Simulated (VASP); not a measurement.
Crystal: Pt.

```
CELL_PARAMETERS angstrom
0.00000 3.99702 3.21055
3.68983 0.00000 3.21055
3.68983 3.99702 0.00000
ATOMIC_POSITIONS crystal
Pt 0.76586 0.26586 0.23414
Pt 0.26586 0.76586 0.73414
Pt 0.82217 0.48883 0.51117
Pt 0.48883 0.82217 0.17783
Pt 0.92897 0.92897 0.07103
```

The cell was built by a generator and needn't be a form met in nature.

The cell isn't the ideal one: random cell with space group Fmm2 (No. 42).

* Program: VASP 6.6.1
* Task: relaxation of cell and atoms
* Functional: PBE
* Potentials or basis: VASP PAW PBE potentials, release 64 (Pt)
* Cutoff: 600 eV
* k mesh: 4 × 4 × 4
* Occupations: gaussian, width 0.1 eV
* Spin: no spin polarisation

At the start: pressure 78.0 GPa; volume 18.94 Å³/atom.

How do energy, volume and symmetry change on relaxing?

Over 42 steps the energy falls by 2737.8 meV/atom and the volume is 19.23 Å³/atom (+1.5 %); space group Fmmm (No. 69, to 0.05 Å).

The path:
```csv
step,energy change (eV),largest force (eV/Å),pressure (GPa),volume (Å³)
1,0.0000,17.9665,77.99,94.70
3,-2.2617,2.7059,-10.81,241.49
5,-7.9292,0.9076,-11.55,150.11
7,-9.5682,5.0210,3.17,118.68
9,-10.0132,0.8549,-17.03,129.12
11,-11.7494,1.1022,-2.65,105.65
13,-12.2444,0.8054,6.63,96.05
15,-12.7464,0.9155,-0.51,98.58
17,-13.1010,0.7687,-0.64,98.20
19,-13.2846,0.5598,-1.32,97.91
21,-13.3332,0.4698,2.27,95.75
23,-13.3646,0.4012,0.68,96.56
25,-13.4237,0.4673,-0.48,97.14
27,-13.5304,0.9062,0.59,96.57
29,-13.5690,0.6792,0.43,96.70
31,-13.5743,0.6613,0.50,96.76
33,-13.6569,0.3541,-0.87,97.10
35,-13.6656,0.3088,-1.25,97.24
37,-13.6786,0.2740,0.96,95.84
39,-13.6878,0.1657,-0.26,96.26
41,-13.6890,0.0463,-0.01,96.16
42,-13.6892,0.0202,-0.04,96.16
```

Final structure:
```yaml
crystal:
  lattice:
    - [0.00000, 4.60272, 2.42036]
    - [4.31580, 0.00000, 2.42036]
    - [4.31580, 4.60272, 0.00000]
  atoms:
    - { symbol: Pt, position: [0.74916, 0.35655, 0.25083] }
    - { symbol: Pt, position: [0.35655, 0.74916, 0.64345] }
    - { symbol: Pt, position: [0.76699, 0.34606, 0.65394] }
    - { symbol: Pt, position: [0.34606, 0.76699, 0.23301] }
    - { symbol: Pt, position: [0.05292, 0.05292, 0.94708] }
```

Caveat: the k mesh is coarse (spacing up to 0.38 Å⁻¹), so the values aren't converged.
